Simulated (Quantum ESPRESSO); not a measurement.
Runs of Quantum ESPRESSO 7.5 on KF (Carobbiite). The structure is cubic, space group Fm-3m (No. 225). Conventional cell: a = 5.344 Å, b = 5.344 Å, c = 5.344 Å, α = 90.00°, β = 90.00°, γ = 90.00°. K (site symmetry m-3m) is surrounded by 6 F at 2.67 Å. F (site symmetry m-3m) is surrounded by 6 K at 2.67 Å. 

| task | level | potentials or basis | cell | k mesh | cutoff (eV) | smearing | SCF threshold | symmetry | q mesh for exact exchange | cutoff for exact exchange | form of the LDA correlation | mesh quality | gap on the mesh (eV) | pressure (GPa) |
| --- | --- | --- | --- | --- | --- | --- | --- | --- | --- | --- | --- | --- | --- | --- |
| phonons and Raman activities | PBE | PseudoDojo 0.4.1 SR PBE standard | relaxed | 4 × 4 × 4, shifted | 1143 | fermi-dirac 0.05 eV | 4e-10 Ry | - | - | - | - | not flagged | - | 0.0 |
| phonons | BLYP | PseudoDojo 0.4.1 SR PBE standard | relaxed | 4 × 4 × 4, shifted | 1143 | fermi-dirac 0.05 eV | 4e-10 Ry | - | - | - | - | not flagged | - | 0.0 |
| band structure | r2SCAN | SG15 PBE 1.2 | as given | 7 × 7 × 7 | 1197 | fermi-dirac 0.05 eV | 1e-08 Ry | off | - | - | - | not flagged | 6.81 | -0.6 |
| band structure | PBEsol | GBRV 1.5 PBEsol | as given | 9 × 9 × 9 | 612 | fermi-dirac 0.05 eV | 4e-10 Ry | - | - | - | - | not flagged | 6.04 | (a) |
| dielectric tensor | LDA | PseudoDojo 0.4.1 SR LDA standard | as given | 6 × 6 × 6, shifted | 1143 | fermi-dirac 0.05 eV | 4e-10 Ry | - | - | - | PW92 | not flagged | - | (b) |
| phonons | PBE | GBRV 1.5 PBE | relaxed | 6 × 6 × 6, shifted | 612 | fermi-dirac 0.05 eV | 4e-10 Ry | - | - | - | - | not flagged | - | 0.1 |
| band structure | LDA | GBRV 1.5 LDA | as given | 9 × 9 × 9 | 612 | fermi-dirac 0.05 eV | 4e-10 Ry | - | - | - | PZ81 | not flagged | 5.79 | (c) |
| dielectric tensor | AM05 | PseudoDojo 0.4.1 SR PBE standard | as given | 6 × 6 × 6, shifted | 1143 | fermi-dirac 0.05 eV | 4e-10 Ry | - | - | - | - | not flagged | - | 0.5 |
| phonons | PBE | PseudoDojo 0.4.1 SR PBE standard | relaxed | 6 × 6 × 6, shifted | 1143 | fermi-dirac 0.05 eV | 4e-10 Ry | - | - | - | - | not flagged | - | 0.0 |

Alike in all rows: no spin polarisation.

Problem. Fill in the values left out.

Solution. (a) -0.9; (b) -3.6; (c) -3.8.

Caveats: the potentials were made for another functional, which shifts forces and pressure (some runs); before the sum rule the acoustic modes lie tens of cm⁻¹ from zero, a sign that the density grid also shifts the optical modes (some runs); the cell is more than 3 GPa from zero pressure, which shifts response properties (some runs).

A k mesh can miss the band edges.

Not every run made on this cell is shown here.
